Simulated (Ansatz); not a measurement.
# Pb (Fm-3m) in Ansatz: reference runs

Aim: a first look at Pb with PBE, on the cell as given and on a disturbed one.

Program: Ansatz 0.2.0. These are calculated values, not measurements. Logs are shortened: lines on timing, memory, paths and dates and some standing lists are left out, and cuts for length are marked.

**1. The crystal as given**

The structure is cubic, space group Fm-3m (No. 225). The conventional cell has a = 4.950 Å, b = 4.950 Å, c = 4.950 Å, α = 90.00°, β = 90.00°, γ = 90.00°. Around Pb (site symmetry m-3m) lie 12 Pb at 3.50 Å.

**2. Single point, PBE**

Contents of input.yaml:

```yaml
crystal:
  lattice:
    - [0.0, 2.47502, 2.47502]
    - [2.47502, 0.0, 2.47502]
    - [2.47502, 2.47502, 0.0]
  atoms:
    - { symbol: Pb, position: [0.0, 0.0, 0.0] }
hamiltonian:
  xc: pbe
  pseudopotentials: { kind: paw }
kpoints:
  mp_grid: { grid: [9, 9, 9] }
scf:
  occupations: { method: fermi_dirac, width: 0.05 }
output:
  forces: true
  stress: true
  eigenvalues: true
  write_density: true
  write_potential: true
  elf: true
  volumetric_format: npy
```

Potentials or basis: Ansatz PAW.

Command:

```bash
$ ansatz run input.yaml --threads 1 --pin off --max-ram 2560MiB --backend cpu --events-out ev --progress --plain --runs-dir out
```

The program printed:

```text
Warning: RAYON_NUM_THREADS=1 ignored (pool sized by the plan → 1); use --threads N
Engine: ansatz 0.2.0, aarch64-unknown-linux-gnu
Pseudopotentials: kind: paw
Pseudopotential: Pb, paw, valence charge 14, recommended cutoff 420 eV (normal), Pb.paw.azcp
Functional definition: PBE
  parameter kappa = 0.804
  parameter beta = 0.06672455060314922
  exchange = pbe_x(kappa = kappa, mu = beta*pi^2/3)
  correlation = pbe_c(beta = beta)
Crystal: 1 atoms, lattice volume = 30.323 Å³
Basis set: ecut = 420 eV, 609 PW (Γ), exchange–correlation on 48×48×48 points (8 copies of the dense FFT grid, shifted against one another)
Bands: 11, of which v1, the nominal top of the filled ones, is band 7 counted from 1 (6 counted from 0)
Symmetry: 48 space group operations
Space group: Fm-3m (ITA 225), of the structure as read, at distance tolerance 3.1e-5 Å
k-points: 35 of 729
Non-local potential: Pb, projectors of the file, l = 0: 2, l = 1: 2, l = 2: 2, l = 3: 2
PAW form: soft (Blöchl's): semilocal exchange-correlation on the pseudo side does not see the compensation charge
PAW one-centre angular grid: Pb, 590 points (default); XC on 64 Gauss nodes
Initial density: superposition of atomic densities (neutral atoms: chi_scale 0, normalization atom), corrected by the library's trained network
Initial wavefunctions: pseudopotential atomic-orbital guess
Functional: x = pbe(κ = 0.804, μ = 0.2195149727645171), c = pbe(β = 0.06672455060314922)
SCF iter   1: F=—  HF=-11906.421483 eV  |F-HF|=—  |Δ(HF+E_count)|=         —  Δρ=4.38e-4  dr2=2.65e-5  ethr=1.77e-3  ⟨swp⟩=5.9  Hψ=2545  notcnv=0
preconditioner: auto → none  [insulator: Δε(μ)=0.230 eV  Ē_g=19.961 eV  σ=0.050 eV  W_gap=0.52  n_scr=8 (ndim 8)  ℏωp=25.2 eV  f_vac=0.000  D(μ)=0.39/eV (n_scr^D=0)  ε∞_Penn≈2.6]
SCF iter   2: F=—  HF=-11906.421135 eV  |F-HF|=—  |Δ(HF+E_count)|=   3.48e-4  Δρ=3.70e-4  dr2=2.33e-5  ethr=1.89e-7  ⟨swp⟩=3.3  Hψ=1125  notcnv=0  defer=2
SCF iter   3: F=—  HF=-11906.421140 eV  |F-HF|=—  |Δ(HF+E_count)|=   4.78e-6  Δρ=1.00e-4  dr2=1.16e-6  ethr=1.66e-7  ⟨swp⟩=2.0  Hψ=602  notcnv=0  defer=2
SCF iter   4: F=—  HF=-11906.421143 eV  |F-HF|=—  |Δ(HF+E_count)|=   3.08e-6  Δρ=3.26e-5  dr2=3.21e-7  ethr=8.26e-9  ⟨swp⟩=2.0  Hψ=449  notcnv=0  defer=2
iter 5 did not close the SCF: its close was put off for the readings that it lacked (scf_convergence_deferred on its scf_iter line)
SCF iter   5: F=-11906.421143 eV  HF=-11906.421143 eV  |F-HF|=3.37e-9  |Δ(HF+E_count)|=   6.90e-8  Δρ=3.09e-6  dr2=2.85e-9  ethr=2.29e-9  ⟨swp⟩=2.0  Hψ=615  notcnv=0  defer=2
SCF iter   6: F=-11906.421143 eV  HF=-11906.421143 eV  |F-HF|=2.56e-10  |Δ(HF+E_count)|=   1.36e-9  Δρ=7.77e-7  dr2=1.92e-10  ethr=2.04e-11  ⟨swp⟩=6.2  Hψ=2329  notcnv=0
SCF 1 converged in 6 iterations: F = -11906.421143 eV  dr2 = 1.92e-10
SCF converged after 6 iterations
Free energy (F): -11906.421143 eV
Harris-Foulkes:  -11906.421143 eV  (|F-HF|=2.56e-10)
Internal energy: -11906.418037 eV  (E = F + TS)
E sigma→0 (E₀):  -11906.419590 eV
Entropy (-TS):   -0.003107 eV (-3.107 meV/atom)
Fermi energy:    10.822609 eV
--- Per-component energies (eV) ---
  E_band       = -36.789328
  E_kinetic    = 289.074914
  E_local      = -1015.049741  (includes V_loc(G=0)·N_el)
  E_nonlocal   = 349.558661
  E_hartree    = 403.495743
  E_xc         = -220.890263
  E_vxc        = -132.646446  (∫ρ·V_xc dr)
  E_paw        = -10405.547648  (= ΣΔE_a)
  E_vpaw       = -334.717704  (= ΣTr[D̂ρ^β])
  E_aug_tail   = 0.000051  (compensation charges beyond the density's cutoff)
  E_ewald      = -1307.059754
  E_smearing   = -0.003107  (= −TS)
  E_closure    = 0.000000  (closes the sum)
  Σ components = -11906.421143   (vs F -11906.421143, Δ=0.00e0)
--- Forces (eV/Å), atoms counted from 1 ---
  atom   1  Pb    -0.00000000     0.00000000     0.00000000
  max |Σ_I F_I| component: 1.11e-31 eV/Å
--- Stress (GPa, compression-positive) ---
        2.264257       0.000000       0.000000
        0.000000       2.264257       0.000000
        0.000000       0.000000       2.264257
  P = ⅓ Tr σ = 2.2643 GPa (22.643 kbar)
--- Band table (eV; the first three rows and the last of 35) ---
  k-point 0: bands = ["-6.1171", "-6.1171", "-6.1171", "-5.9769", "-5.9769", "-0.7827", "18.3850", "18.3850", "18.3850", "20.7165", "22.3110"]
  k-point 1: bands = ["-6.1177", "-6.1006", "-6.1006", "-5.9769", "-5.9769", "-0.5447", "16.0161", "18.1023", "18.1023", "20.3284", "23.2781"]
  k-point 2: bands = ["-6.1228", "-6.0811", "-6.0811", "-5.9543", "-5.9543", "0.1676", "12.5492", "17.5023", "17.5023", "19.9882", "22.8118"]
  k-point 34: bands = ["-6.1092", "-6.0955", "-6.0144", "-5.9239", "-5.8192", "4.1670", "9.1486", "10.0949", "11.7469", "21.2543", "22.3278"]
```

It took 1.2 s on 1 thread of Arm Neoverse V1, shared host; peak memory 0.27 GiB.

What came out:

| Property | Result |
| --- | --- |
| Free energy | -11906.4211 eV |
| Pressure | 2.3 GPa |
| Band gap on the k mesh | none (metal or under the smearing width) |

Levels at points of the mesh, in eV from the Fermi level:
```csv
k point,band 3,band 4,band 5,band 6,band 7,band 8,band 9,band 10,band 11
"(0.00, 0.00, 0.00)",-16.94,-16.80,-16.80,-11.61,7.56,7.56,7.56,9.89,11.49
```

**3. Single point, PBE (cell strained at random at fixed volume)**

Contents of input.yaml:

```yaml
crystal:
  lattice:
    - [-0.006963, 2.469684, 2.448429]
    - [2.447587, -0.026983, 2.468449]
    - [2.453824, 2.495941, -0.03322]
  atoms:
    - { symbol: Pb, position: [-0.012365, 0.007087, 0.01656] }
hamiltonian:
  xc: pbe
  pseudopotentials: { kind: paw }
kpoints:
  mp_grid: { grid: [9, 9, 9] }
scf:
  occupations: { method: fermi_dirac, width: 0.05 }
output:
  forces: true
  stress: true
  eigenvalues: true
```

Potentials or basis: Ansatz PAW.

Command:

```bash
$ ansatz run input.yaml --threads 1 --pin off --max-ram 2560MiB --backend cpu --events-out ev --progress --plain --runs-dir out
```

The program printed:

```text
Warning: RAYON_NUM_THREADS=1 ignored (pool sized by the plan → 1); use --threads N
[... 8 set-up lines as earlier in the session ...]
Crystal: 1 atoms, lattice volume = 30.323 Å³
Basis set: ecut = 420 eV, 587 PW (Γ), exchange–correlation on 48×48×48 points (8 copies of the dense FFT grid, shifted against one another)
Bands: 11, of which v1, the nominal top of the filled ones, is band 7 counted from 1 (6 counted from 0)
Symmetry: 2 space group operations
Space group: P-1 (ITA 2), of the structure as read, at distance tolerance 3.1e-5 Å
k-points: 365 of 729
[... 6 set-up lines as earlier in the session ...]
SCF iter   1: F=—  HF=-11906.419555 eV  |F-HF|=—  |Δ(HF+E_count)|=         —  Δρ=5.03e-4  dr2=5.11e-5  ethr=1.77e-3  ⟨swp⟩=5.9  Hψ=27121  notcnv=0
preconditioner: auto → none  [metal: Δε(μ)=0.025 eV  Ē_g=19.955 eV  σ=0.050 eV  W_gap=0.12  n_scr=8 (ndim 8)  ℏωp=25.2 eV  f_vac=0.000  D(μ)=0.39/eV (n_scr^D=0)  sad-step TF]
SCF iter   2: F=—  HF=-11906.419172 eV  |F-HF|=—  |Δ(HF+E_count)|=   3.83e-4  Δρ=4.25e-4  dr2=3.24e-5  ethr=3.65e-7  ⟨swp⟩=2.7  Hψ=10711  notcnv=0  defer=6
SCF iter   3: F=—  HF=-11906.419181 eV  |F-HF|=—  |Δ(HF+E_count)|=   9.30e-6  Δρ=1.08e-4  dr2=1.87e-6  ethr=2.31e-7  ⟨swp⟩=2.7  Hψ=6404  notcnv=0  defer=6
SCF iter   4: F=—  HF=-11906.419184 eV  |F-HF|=—  |Δ(HF+E_count)|=   2.98e-6  Δρ=2.94e-5  dr2=2.81e-7  ethr=1.33e-8  ⟨swp⟩=2.0  Hψ=4706  notcnv=0  defer=6
iter 5 did not close the SCF: its close was put off for the readings that it lacked (scf_convergence_deferred on its scf_iter line)
SCF iter   5: F=-11906.419184 eV  HF=-11906.419184 eV  |F-HF|=1.56e-8  |Δ(HF+E_count)|=   6.36e-8  Δρ=6.63e-6  dr2=1.37e-8  ethr=2.01e-9  ⟨swp⟩=2.0  Hψ=6266  notcnv=0  defer=6
SCF iter   6: F=-11906.419184 eV  HF=-11906.419184 eV  |F-HF|=1.22e-9  |Δ(HF+E_count)|=   6.62e-9  Δρ=1.75e-6  dr2=9.93e-10  ethr=9.78e-11  ⟨swp⟩=4.0  Hψ=18084  notcnv=0
SCF 1 converged in 6 iterations: F = -11906.419184 eV  dr2 = 9.93e-10
SCF converged after 6 iterations
Free energy (F): -11906.419184 eV
Harris-Foulkes:  -11906.419184 eV  (|F-HF|=1.22e-9)
Internal energy: -11906.415957 eV  (E = F + TS)
E sigma→0 (E₀):  -11906.417570 eV
Entropy (-TS):   -0.003228 eV (-3.228 meV/atom)
Fermi energy:    10.828138 eV
--- Per-component energies (eV) ---
  E_band       = -36.790449
  E_kinetic    = 289.082240
  E_local      = -1015.187572  (includes V_loc(G=0)·N_el)
  E_nonlocal   = 349.559215
  E_hartree    = 403.562318
  E_xc         = -220.892534
  E_vxc        = -132.649440  (∫ρ·V_xc dr)
  E_paw        = -10405.548017  (= ΣΔE_a)
  E_vpaw       = -334.718320  (= ΣTr[D̂ρ^β])
  E_aug_tail   = 0.000048  (compensation charges beyond the density's cutoff)
  E_ewald      = -1306.991654
  E_smearing   = -0.003228  (= −TS)
  E_closure    = 0.000000  (closes the sum)
  Σ components = -11906.419184   (vs F -11906.419184, Δ=0.00e0)
--- Forces (eV/Å), atoms counted from 1 ---
  atom   1  Pb     0.00000000     0.00000000     0.00000000
  max |Σ_I F_I| component: 0.00e0 eV/Å
--- Stress (GPa, compression-positive) ---
        2.494987      -0.009299       0.177961
       -0.009299       2.101987       0.763243
        0.177961       0.763243       2.283657
  P = ⅓ Tr σ = 2.2935 GPa (22.935 kbar)
--- Band table (eV; the first three rows and the last of 365) ---
  k-point 0: bands = ["-6.1352", "-6.1116", "-6.1063", "-5.9838", "-5.9689", "-0.7836", "18.1483", "18.3489", "18.6370", "20.7489", "22.2394"]
  k-point 1: bands = ["-6.1300", "-6.1021", "-6.0928", "-5.9814", "-5.9685", "-0.5505", "15.8040", "18.0815", "18.3288", "20.4311", "23.2665"]
  k-point 2: bands = ["-6.1299", "-6.0904", "-6.0764", "-5.9528", "-5.9491", "0.1460", "12.3850", "17.5568", "17.6934", "20.1180", "22.8222"]
  k-point 364: bands = ["-6.1244", "-6.0983", "-6.0889", "-5.8609", "-5.8532", "3.0453", "7.0758", "14.7617", "15.8552", "19.1191", "21.5820"]
```

Wall time 7 s (1 thread of Arm Neoverse V1, shared host); peak memory 0.38 GiB.

What came out:

- Free energy: -11906.4192 eV
- Pressure: 2.3 GPa
- Band gap on the k mesh: none (metal or under the smearing width)

Spin-orbit coupling is left out, which matters for the levels of Pb.
